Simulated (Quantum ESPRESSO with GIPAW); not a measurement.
# 17O shielding of SiO2 under strain

GIPAW runs (PBEsol, plane-wave PAW from pslibrary 1.0.0 recipes, cutoffs 55 and 330 Ry, one 6×6×6 mesh for all shielding runs; Quantum ESPRESSO with GIPAW, a patched development version; no spin-orbit coupling, no macroscopic shape term) on SiO2, space group I-42d before straining. The cell below is strained equally along all axes, and the atoms are relaxed in pw.x at each strain, zero included.

```xyz
6
Lattice="-2.3740 2.3740 3.7440 2.3740 -2.3740 3.7440 2.3740 2.3740 -3.7440" Properties=species:S:1:pos:R:3 pbc="T T T"
Si    0.0000    2.3740    1.8720
Si    0.0000    0.0000    0.0000
O    -0.5858    3.5611    0.9360
O    -1.1870    1.7882    2.8080
O     0.5858    1.1870    0.9360
O     1.1870    2.9599    2.8080
```

The cell is an entry of the Crystallography Open Database; it need not be the form that is stable at ambient conditions.

The bonds are those of O (atom 3; bridging Si-O-Si, 138°). One row is withheld.

```
strain (%)  mean bond (Å)  σ_iso Si (ppm)  σ_iso O (ppm)  span O (ppm)
      -1.5         1.6202          416.56         201.29          73.9
    -1.125         1.6204          417.81         202.22          75.0
     -0.75         1.6207          419.08         203.11          76.2
         0         1.6212          421.73         204.80          78.5
     +0.75         1.6218               ?              ?             ?
      +1.5         1.6222          427.35         207.74          84.1
```

**Task.** Fit σ_iso of O against strain, judge whether a straight line is enough, and predict the withheld row at +0.75 %.

1. With n = 5: Σx = -1.875, Σy = 1019.16, Σx² = 6.3281, Σxy = -370.155.

2. Slope b = (nΣxy − ΣxΣy)/(nΣx² − (Σx)²) = 2.14 ppm per %, intercept a = (Σy − bΣx)/n = 204.63 ppm.

3. Residuals (run less line), in the order of the table: -0.14, -0.01, +0.08, +0.17, -0.10 ppm. They bend in one sense; the largest is 2.6 % of the range of σ, so a quadratic term is needed: σ = 204.80 + 2.150 x − 0.126 x², with residuals of 0.01 ppm or less.

4. At +0.75 % (inside the fitted range) the line gives 206.24 ppm and the parabola 206.34 ppm.

5. The run gives:

| strain (%) | mean bond (Å) | σ_iso Si (ppm) | σ_iso O (ppm) | span O (ppm) |
| --- | --- | --- | --- | --- |
| +0.75 | 1.6218 | 424.46 | 206.30 | 81.0 |

Prediction less run: the line misses by -0.06 ppm, the parabola by +0.04 ppm. By the parabola, a strain of +1 % changes σ of O by +2.02 ppm and one of −1 % by -2.28 ppm; the mean slope is +2.14 ppm per %. The shift moves the opposite way, scaled by the slope of a reference line. Over the table σ of Si goes from 416.56 to 427.35 ppm. Zero strain is the database's lattice with relaxed atoms, not this functional's rest cell, and neither cutoff nor mesh was tested for the slopes. The omitted shape term, common to all sites, changes with strain too. This build of gipaw.x prints that it is not audited and that its numbers are no references by themselves. The relaxations ran on cheaper settings and stop at small residual forces, which adds noise that small residuals can't be told from. 17O is quadrupolar, so a real line also moves with the field gradient, which is not computed here. pw.x warned of eigenvalues not converged in some cycles of these runs, which then met the threshold.

[Banner, clock, file and message-heading lines were taken out of the pw.x and gipaw.x logs.]

[Logs are printed without paths, hosts, clocks, repeated set-up lines and the standing remarks that a program may print on its own settings, such as how far it seeks lower states.]

[Hosts, paths, dates, database ids (printed as entryN), source tags and the programs' standing remarks are cut or masked in the printed files.]
